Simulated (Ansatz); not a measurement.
# Preparing CaMg3Si4O12 (C2) as a host crystal, part 4 of 4

Before any defect goes in: CaMg3Si4O12 (C2) at rest, and how it screens a charge.

Ansatz 0.2.0; plane-wave PAW DFT, PBEsol; relaxation of the host's cell and atoms (the session's first sound run).

So far. Step 3 (Dielectric tensors of the host): The principal values of the electronic dielectric tensor are 2.94, 2.97 and 3.04. The principal values of the static dielectric tensor are 7.03, 8.02 and 8.51.

### Step 7. Defect free supercell relaxed from displaced atoms

This step: plane-wave PAW DFT, PBEsol; relaxation of the defect-free supercell from random displacements, a test of the host's stability (Ansatz 0.2.0).

Input file pristine.rattled/input.yaml:

```yaml
crystal:
  lattice:
    - [-1.5652257372, 8.8867361331, 5.0106088495]
    - [8.1622074846, 0.0, 5.0668706681]
    - [9.7274332219, 8.8867361331, 0.0562618186]
  atoms:
    - { symbol: Ca, position: [0.4005793189, 0.0994206811, 0.4005793189] }
    - { symbol: Ca, position: [0.4005793189, 0.0994206811, 0.9005793189] }
    - { symbol: Ca, position: [0.9005793189, 0.5994206811, 0.4005793189] }
    - { symbol: Ca, position: [0.9005793189, 0.5994206811, 0.9005793189] }
    - { symbol: Mg, position: [0.2043402495, 0.2956597505, 0.2043402495] }
    - { symbol: Mg, position: [0.2043402495, 0.2956597505, 0.7043402495] }
    - { symbol: Mg, position: [0.7043402495, 0.7956597505, 0.2043402495] }
    - { symbol: Mg, position: [0.7043402495, 0.7956597505, 0.7043402495] }
    - { symbol: Mg, position: [0.048145155, 0.951854845, 0.048145155] }
    - { symbol: Mg, position: [0.048145155, 0.951854845, 0.548145155] }
    - { symbol: Mg, position: [0.548145155, 0.451854845, 0.048145155] }
    - { symbol: Mg, position: [0.548145155, 0.451854845, 0.548145155] }
    - { symbol: Mg, position: [0.3722963835, 0.6277036165, 0.3722963835] }
    - { symbol: Mg, position: [0.3722963835, 0.6277036165, 0.8722963835] }
    - { symbol: Mg, position: [0.8722963835, 0.1277036165, 0.3722963835] }
    - { symbol: Mg, position: [0.8722963835, 0.1277036165, 0.8722963835] }
    - { symbol: Si, position: [0.1470377847, 0.3487519604, 0.4441483451] }
    - { symbol: Si, position: [0.1470377847, 0.3487519604, 0.9441483451] }
    - { symbol: Si, position: [0.6470377847, 0.8487519604, 0.4441483451] }
    - { symbol: Si, position: [0.6470377847, 0.8487519604, 0.9441483451] }
    - { symbol: Si, position: [0.4441483451, 0.0600619097, 0.1470377847] }
    - { symbol: Si, position: [0.4441483451, 0.0600619097, 0.6470377847] }
    - { symbol: Si, position: [0.9441483451, 0.5600619097, 0.1470377847] }
    - { symbol: Si, position: [0.9441483451, 0.5600619097, 0.6470377847] }
    - { symbol: Si, position: [0.1034074302, 0.9079139796, 0.3024722427] }
    - { symbol: Si, position: [0.1034074302, 0.9079139796, 0.8024722427] }
    - { symbol: Si, position: [0.6034074302, 0.4079139796, 0.3024722427] }
    - { symbol: Si, position: [0.6034074302, 0.4079139796, 0.8024722427] }
    - { symbol: Si, position: [0.3024722427, 0.6862063474, 0.1034074302] }
    - { symbol: Si, position: [0.3024722427, 0.6862063474, 0.6034074302] }
    - { symbol: Si, position: [0.8024722427, 0.1862063474, 0.1034074302] }
    - { symbol: Si, position: [0.8024722427, 0.1862063474, 0.6034074302] }
    - { symbol: O, position: [0.1839168403, 0.212701799, 0.4063646994] }
    - { symbol: O, position: [0.1839168403, 0.212701799, 0.9063646994] }
    - { symbol: O, position: [0.6839168403, 0.712701799, 0.4063646994] }
    - { symbol: O, position: [0.6839168403, 0.712701799, 0.9063646994] }
    - { symbol: O, position: [0.4063646994, 0.1970166613, 0.1839168403] }
    - { symbol: O, position: [0.4063646994, 0.1970166613, 0.6839168403] }
    - { symbol: O, position: [0.9063646994, 0.6970166613, 0.1839168403] }
    - { symbol: O, position: [0.9063646994, 0.6970166613, 0.6839168403] }
    - { symbol: O, position: [0.065548725, 0.0401946273, 0.3446763007] }
    - { symbol: O, position: [0.065548725, 0.0401946273, 0.8446763007] }
    - { symbol: O, position: [0.565548725, 0.5401946273, 0.3446763007] }
    - { symbol: O, position: [0.565548725, 0.5401946273, 0.8446763007] }
    - { symbol: O, position: [0.3446763007, 0.549580347, 0.065548725] }
    - { symbol: O, position: [0.3446763007, 0.549580347, 0.565548725] }
    - { symbol: O, position: [0.8446763007, 0.049580347, 0.065548725] }
    - { symbol: O, position: [0.8446763007, 0.049580347, 0.565548725] }
    - { symbol: O, position: [0.239588271, 0.3730405173, 0.0040890548] }
    - { symbol: O, position: [0.239588271, 0.3730405173, 0.5040890548] }
    - { symbol: O, position: [0.739588271, 0.8730405173, 0.0040890548] }
    - { symbol: O, position: [0.739588271, 0.8730405173, 0.5040890548] }
    - { symbol: O, position: [0.0040890548, 0.3832821569, 0.239588271] }
    - { symbol: O, position: [0.0040890548, 0.3832821569, 0.739588271] }
    - { symbol: O, position: [0.5040890548, 0.8832821569, 0.239588271] }
    - { symbol: O, position: [0.5040890548, 0.8832821569, 0.739588271] }
    - { symbol: O, position: [0.0134426835, 0.905953288, 0.2324968765] }
    - { symbol: O, position: [0.0134426835, 0.905953288, 0.7324968765] }
    - { symbol: O, position: [0.5134426835, 0.405953288, 0.2324968765] }
    - { symbol: O, position: [0.5134426835, 0.405953288, 0.7324968765] }
    - { symbol: O, position: [0.2324968765, 0.848107152, 0.0134426835] }
    - { symbol: O, position: [0.2324968765, 0.848107152, 0.5134426835] }
    - { symbol: O, position: [0.7324968765, 0.348107152, 0.0134426835] }
    - { symbol: O, position: [0.7324968765, 0.348107152, 0.5134426835] }
    - { symbol: O, position: [0.4597856894, 0.7936882343, 0.0597412916] }
    - { symbol: O, position: [0.4597856894, 0.7936882343, 0.5597412916] }
    - { symbol: O, position: [0.9597856894, 0.2936882343, 0.0597412916] }
    - { symbol: O, position: [0.9597856894, 0.2936882343, 0.5597412916] }
    - { symbol: O, position: [0.0597412916, 0.6867847847, 0.4597856894] }
    - { symbol: O, position: [0.0597412916, 0.6867847847, 0.9597856894] }
    - { symbol: O, position: [0.5597412916, 0.1867847847, 0.4597856894] }
    - { symbol: O, position: [0.5597412916, 0.1867847847, 0.9597856894] }
    - { symbol: O, position: [0.2869354628, 0.9679681543, 0.1809871953] }
    - { symbol: O, position: [0.2869354628, 0.9679681543, 0.6809871953] }
    - { symbol: O, position: [0.7869354628, 0.4679681543, 0.1809871953] }
    - { symbol: O, position: [0.7869354628, 0.4679681543, 0.6809871953] }
    - { symbol: O, position: [0.1809871953, 0.5641091877, 0.2869354628] }
    - { symbol: O, position: [0.1809871953, 0.5641091877, 0.7869354628] }
    - { symbol: O, position: [0.6809871953, 0.0641091877, 0.2869354628] }
    - { symbol: O, position: [0.6809871953, 0.0641091877, 0.7869354628] }
basis:
  ecutwfc: 420
  xc_grid: 2
hamiltonian:
  xc: pbesol
kpoints:
  mp_grid: { grid: [1, 1, 1], shift: [0.25, 0.25, 0.25] }
scf:
  occupations: { method: fermi_dirac, width: 0.01 }
  max_iter: 80
output:
  forces: true
relax:
  f_tol: 0.01
  max_steps: 120
  random_displacement: { amplitude: 0.08, seed: 1241 }
checkpoint:
  write: "../pristine.rattled.run"
  compress: false
  write_wavefunctions: false
  write_every: 100000
```

Started as:

```
$ ansatz run input.yaml --threads 4 --pin off --max-ram 7536MiB --backend cpu --events-out ev --progress --plain --runs-dir out
```

Numbers of over 12 decimals in the logs are rounded to 6 here.

What it wrote:

```text
[...]
Crystal: 80 atoms, lattice volume = 867.851 Å³
Basis set: ecut = 420 eV, 16945 PW (Γ), exchange–correlation on 144×144×180 points (8 copies of the dense FFT grid, shifted against one another)
Bands: 336, of which v1, the nominal top of the filled ones, is band 256 counted from 1 (255 counted from 0)
Symmetry: 1 space group operations
k-points: 1
[...]
SCF iter   1: F=—  HF=-67090.162694 eV  |F-HF|=—  |Δ(HF+E_count)|=         —  Δρ=1.33e-2  dr2=1.21e0  ethr=1.77e-3  ⟨swp⟩=6.0  Hψ=1432  notcnv=0  defer=71
[...]
SCF iter   8: F=-67089.791140 eV  HF=-67089.791140 eV  |F-HF|=4.64e-8  |Δ(HF+E_count)|=   2.67e-7  Δρ=4.03e-6  dr2=1.06e-7  ethr=4.88e-10  ⟨swp⟩=4.0  Hψ=987  notcnv=0
SCF 1 converged in 8 iterations: F = -67089.791140 eV  dr2 = 1.06e-7
[...]
relax step   1: F+E_penalty+E_count = -67089.79114039 eV  Δ(F+E_penalty+E_count) = +0.000e0 eV  max|allowed force component| = 6.702e0 eV/Å  Δτ_max = 0.0000 Å  (8 SCF iters, dr2 threshold 2.50e-6 eV, accepted)
[...]
relax step   2: F+E_penalty+E_count = -67093.38759479 eV  Δ(F+E_penalty+E_count) = -3.596e0 eV  max|allowed force component| = 3.759e0 eV/Å  Δτ_max = 0.1210 Å  (6 SCF iters, dr2 threshold 1.00e-4 eV, accepted)
relax step   3: F+E_penalty+E_count = -67095.36269094 eV  Δ(F+E_penalty+E_count) = -1.975e0 eV  max|allowed force component| = 1.665e-1 eV/Å  Δτ_max = 0.0837 Å  (6 SCF iters, dr2 threshold 1.00e-4 eV, accepted)
relax step   4: F+E_penalty+E_count = -67095.39183996 eV  Δ(F+E_penalty+E_count) = -2.915e-2 eV  max|allowed force component| = 2.155e-2 eV/Å  Δτ_max = 0.0481 Å  (7 SCF iters, dr2 threshold 1.73e-6 eV, accepted)
SCF iter   1: F=—  HF=-67095.392422 eV  |F-HF|=—  |Δ(HF+E_count)|=         —  Δρ=4.78e-4  dr2=1.11e-3  ethr=3.24e-6  ⟨swp⟩=3.0  Hψ=607  notcnv=0  defer=76
[...]
SCF iter   6: F=-67095.392381 eV  HF=-67095.392381 eV  |F-HF|=1.25e-8  |Δ(HF+E_count)|=   2.44e-8  Δρ=2.50e-6  dr2=3.71e-8  ethr=1.95e-11  ⟨swp⟩=4.0  Hψ=1056  notcnv=0
SCF 5 converged in 6 iterations: F = -67095.392381 eV  dr2 = 3.71e-8
relax step   5: F+E_penalty+E_count = -67095.39238129 eV  Δ(F+E_penalty+E_count) = -5.413e-4 eV  max|allowed force component| = 3.536e-3 eV/Å  Δτ_max = 0.0084 Å  (6 SCF iters, accepted)
SCF converged after 6 iterations
Free energy (F): -67095.392381 eV
[...]
Internal energy: -67095.392381 eV  (E = F + TS)
E sigma→0 (E₀):  -67095.392381 eV
Fermi energy:    8.253432 eV
[...]
--- Forces (eV/Å), atoms counted from 1 ---
  atom   1  Ca    -0.00024418    -0.00077733    -0.00061614
  atom   2  Ca    -0.00061634     0.00025665     0.00053205
  atom   3  Ca    -0.00016512     0.00014761    -0.00031438
  atom   4  Ca    -0.00162483    -0.00029355    -0.00034162
  atom   5  Mg    -0.00047171    -0.00080621     0.00028224
  atom   6  Mg     0.00050075    -0.00056603     0.00037220
  atom   7  Mg     0.00090108    -0.00120316     0.00042179
  atom   8  Mg    -0.00010860    -0.00030494    -0.00002177
  atom   9  Mg     0.00119631     0.00013232     0.00123874
  atom  10  Mg     0.00031719     0.00080010    -0.00002182
  atom  11  Mg    -0.00110751     0.00015835     0.00086296
  atom  12  Mg     0.00020509     0.00061637     0.00000797
  atom  13  Mg     0.00048252     0.00022176     0.00063404
  atom  14  Mg     0.00049125    -0.00044217     0.00022121
  atom  15  Mg     0.00044912    -0.00050049     0.00089051
  atom  16  Mg     0.00107946    -0.00015918     0.00052462
  atom  17  Si     0.00139439     0.00054117    -0.00163808
  atom  18  Si     0.00068821     0.00015915    -0.00001219
  atom  19  Si     0.00152717    -0.00028581     0.00003945
  atom  20  Si     0.00100484     0.00076468    -0.00117935
  atom  21  Si    -0.00221708     0.00189442     0.00219037
  atom  22  Si    -0.00137312     0.00185835     0.00183289
  atom  23  Si    -0.00150587     0.00238340     0.00245219
  atom  24  Si    -0.00164355     0.00305690     0.00244289
  atom  25  Si    -0.00048702    -0.00281005     0.00076168
  atom  26  Si    -0.00085499    -0.00207941     0.00016513
  atom  27  Si    -0.00054904    -0.00155143     0.00032202
  atom  28  Si    -0.00150915    -0.00201898     0.00023449
  atom  29  Si    -0.00105188    -0.00309558    -0.00251307
  atom  30  Si     0.00073854    -0.00309749    -0.00207119
  atom  31  Si    -0.00102941    -0.00254862    -0.00221299
  atom  32  Si     0.00013349    -0.00267281    -0.00252521
  atom  33  O      0.00227781    -0.00034952     0.00013373
  atom  34  O      0.00214957    -0.00068856     0.00077786
  atom  35  O      0.00155446     0.00016923     0.00027923
  atom  36  O      0.00150894    -0.00000189     0.00007033
  atom  37  O     -0.00191610     0.00061764     0.00069484
  atom  38  O     -0.00259575    -0.00011190    -0.00068706
  atom  39  O     -0.00267850     0.00099948    -0.00057487
  atom  40  O     -0.00177202     0.00070942     0.00015199
[...]
atom  69  O      0.00201784     0.00138433     0.00141462
  atom  70  O      0.00262849     0.00149100     0.00015310
  atom  71  O      0.00258077     0.00190456     0.00034940
  atom  72  O      0.00353548     0.00221623     0.00142983
  atom  73  O     -0.00028497     0.00173359    -0.00062209
  atom  74  O     -0.00061147     0.00204273    -0.00095051
  atom  75  O      0.00001272     0.00106813    -0.00240223
  atom  76  O     -0.00028627     0.00062480    -0.00217805
  atom  77  O     -0.00059621     0.00209847     0.00132153
  atom  78  O     -0.00192441     0.00060537    -0.00038171
  atom  79  O     -0.00115619     0.00005146    -0.00055450
  atom  80  O     -0.00038439     0.00092238     0.00079510
  max |Σ_I F_I| component: 4.97e-5 eV/Å
--- Relaxed structure (5 steps of the walk, 5 accepted, 0 SCFs on fresh bases) ---
  F+E_penalty+E_count = -67095.39238129 eV   max|allowed force component| = 3.536e-3 eV/Å
  atoms:
    - { symbol: Ca, position: [0.399396, 0.098564, 0.400776] }
    - { symbol: Ca, position: [0.399381, 0.098606, 0.900755] }
    - { symbol: Ca, position: [0.899402, 0.598578, 0.400747] }
    - { symbol: Ca, position: [0.899346, 0.598586, 0.900807] }
    - { symbol: Mg, position: [0.203114, 0.294732, 0.204637] }
    - { symbol: Mg, position: [0.203170, 0.294769, 0.704581] }
    - { symbol: Mg, position: [0.703175, 0.794771, 0.204572] }
    - { symbol: Mg, position: [0.703126, 0.794722, 0.704637] }
    - { symbol: Mg, position: [0.046979, 0.950982, 0.048380] }
    - { symbol: Mg, position: [0.046968, 0.950963, 0.548396] }
    - { symbol: Mg, position: [0.546930, 0.450966, 0.048419] }
    - { symbol: Mg, position: [0.546992, 0.451010, 0.548356] }
    - { symbol: Mg, position: [0.371118, 0.626842, 0.372554] }
    - { symbol: Mg, position: [0.371078, 0.626762, 0.872609] }
    - { symbol: Mg, position: [0.871078, 0.126705, 0.372621] }
    - { symbol: Mg, position: [0.871146, 0.126829, 0.872553] }
    - { symbol: Si, position: [0.145892, 0.347891, 0.444350] }
    - { symbol: Si, position: [0.145951, 0.347890, 0.944343] }
    - { symbol: Si, position: [0.645965, 0.847861, 0.444346] }
    - { symbol: Si, position: [0.645888, 0.847914, 0.944343] }
    - { symbol: Si, position: [0.442887, 0.059091, 0.147385] }
    - { symbol: Si, position: [0.442953, 0.059166, 0.647292] }
    - { symbol: Si, position: [0.942933, 0.559142, 0.147305] }
    - { symbol: Si, position: [0.942889, 0.559086, 0.647394] }
    - { symbol: Si, position: [0.102126, 0.906920, 0.302838] }
    - { symbol: Si, position: [0.102189, 0.907002, 0.802757] }
    - { symbol: Si, position: [0.602173, 0.407021, 0.302741] }
    - { symbol: Si, position: [0.602121, 0.406949, 0.802831] }
    - { symbol: Si, position: [0.301310, 0.685375, 0.103630] }
    - { symbol: Si, position: [0.301371, 0.685376, 0.603602] }
    - { symbol: Si, position: [0.801368, 0.185385, 0.103606] }
    - { symbol: Si, position: [0.801315, 0.185365, 0.603608] }
    - { symbol: O, position: [0.182779, 0.211837, 0.406560] }
    - { symbol: O, position: [0.182802, 0.211848, 0.906542] }
    - { symbol: O, position: [0.682814, 0.711853, 0.406515] }
    - { symbol: O, position: [0.682753, 0.711844, 0.906571] }
    - { symbol: O, position: [0.405195, 0.196098, 0.184217] }
    - { symbol: O, position: [0.405273, 0.196152, 0.684150] }
    - { symbol: O, position: [0.905255, 0.696142, 0.184149] }
    - { symbol: O, position: [0.905211, 0.696097, 0.684223] }
    - { symbol: O, position: [0.064301, 0.039222, 0.345020] }
    - { symbol: O, position: [0.064328, 0.039278, 0.844967] }
    - { symbol: O, position: [0.564312, 0.539300, 0.344947] }
    - { symbol: O, position: [0.564277, 0.539224, 0.845040] }
    - { symbol: O, position: [0.343396, 0.548712, 0.065807] }
    - { symbol: O, position: [0.343452, 0.548720, 0.565773] }
    - { symbol: O, position: [0.843459, 0.048725, 0.065778] }
    - { symbol: O, position: [0.843418, 0.048687, 0.565800] }
    - { symbol: O, position: [0.238419, 0.371964, 0.004444] }
    - { symbol: O, position: [0.238387, 0.372110, 0.504364] }
    - { symbol: O, position: [0.738408, 0.872130, 0.004341] }
    - { symbol: O, position: [0.738427, 0.871900, 0.504468] }
    - { symbol: O, position: [0.002883, 0.382352, 0.239833] }
    - { symbol: O, position: [0.002974, 0.382410, 0.739847] }
    - { symbol: O, position: [0.502975, 0.882426, 0.239848] }
    - { symbol: O, position: [0.502926, 0.882394, 0.739798] }
    - { symbol: O, position: [0.012350, 0.905221, 0.232627] }
    - { symbol: O, position: [0.012359, 0.905197, 0.732631] }
    - { symbol: O, position: [0.512320, 0.405205, 0.232638] }
    - { symbol: O, position: [0.512367, 0.405270, 0.732596] }
    - { symbol: O, position: [0.231290, 0.847234, 0.013723] }
    - { symbol: O, position: [0.231275, 0.847179, 0.513752] }
    - { symbol: O, position: [0.731249, 0.347164, 0.013767] }
    - { symbol: O, position: [0.731304, 0.347228, 0.513686] }
    - { symbol: O, position: [0.458631, 0.792977, 0.059852] }
    - { symbol: O, position: [0.458705, 0.793066, 0.559728] }
    - { symbol: O, position: [0.958694, 0.293078, 0.059742] }
    - { symbol: O, position: [0.958629, 0.292973, 0.559829] }
    - { symbol: O, position: [0.058247, 0.685776, 0.460144] }
    - { symbol: O, position: [0.058415, 0.685861, 0.960053] }
    - { symbol: O, position: [0.558402, 0.185881, 0.460037] }
    - { symbol: O, position: [0.558223, 0.185781, 0.960128] }
    - { symbol: O, position: [0.285673, 0.966668, 0.181579] }
    - { symbol: O, position: [0.285725, 0.966942, 0.681366] }
    - { symbol: O, position: [0.785713, 0.466972, 0.181335] }
    - { symbol: O, position: [0.785675, 0.466694, 0.681579] }
    - { symbol: O, position: [0.179898, 0.563259, 0.287162] }
    - { symbol: O, position: [0.180107, 0.563323, 0.787149] }
    - { symbol: O, position: [0.680135, 0.063313, 0.287161] }
    - { symbol: O, position: [0.679917, 0.063271, 0.787142] }
```

It took 69 s on 4 threads of Arm Neoverse V1, shared host; peak memory 1.8 GiB.

Step by step:

| step | energy less that of the first step (eV) | largest force component (eV/Å) |
| --- | --- | --- |
| 1 | 0.0000 | 6.7023 |
| 2 | -3.5965 | 3.7588 |
| 3 | -5.5716 | 0.1665 |
| 4 | -5.6007 | 0.0215 |
| 5 | -5.6012 | 0.0035 |

The relaxation ends 70 meV an atom lower than the displaced start, with a largest force component of 0.0035 eV/Å.

### Step 8. Summary of results

```yaml
primitive_cell_vectors_lengths: 6.588, 6.588, 5.249 Å
electronic_dielectric_constant: principal values (2.94, 2.97, 3.04)
static_dielectric_constant: principal values (7.03, 8.02, 8.51)
gap_on_the_k_mesh_of_the_response_run_pbesol: 4.79 eV
supercell_relaxed_in_its_symmetry_less_the_displaced_and_relaxed_one: 0.000 eV
energy_an_atom_at_one_point_at_less_that_on_the_dense_mesh: 0.001 eV
```

What this shows: Step 7: The energy fell by 5.601 eV from the randomly displaced start; the atoms end within 0.005 Å of the sites as typed, once the mean shift is taken out. The displaced cell ends within 0.01 eV of the symmetric one relaxed in its symmetry, so no lower structure shows in this supercell. The k-mesh can miss the band edges, so this gap is an upper bound at this level. All at zero temperature.

[Logs are printed without paths, hosts, clocks, repeated set-up lines and the standing remarks that a program may print on its own settings, such as how far it seeks lower states.]

[Hosts, paths, dates, database ids (printed as entryN), source tags and the programs' standing remarks are cut or masked in the printed files.]

[Runs of the host that timed out are not shown.]

[For some hosts the program warned that the k-mesh of the response run may be too coarse for force constants and the static dielectric constant; such warnings are not always shown.]
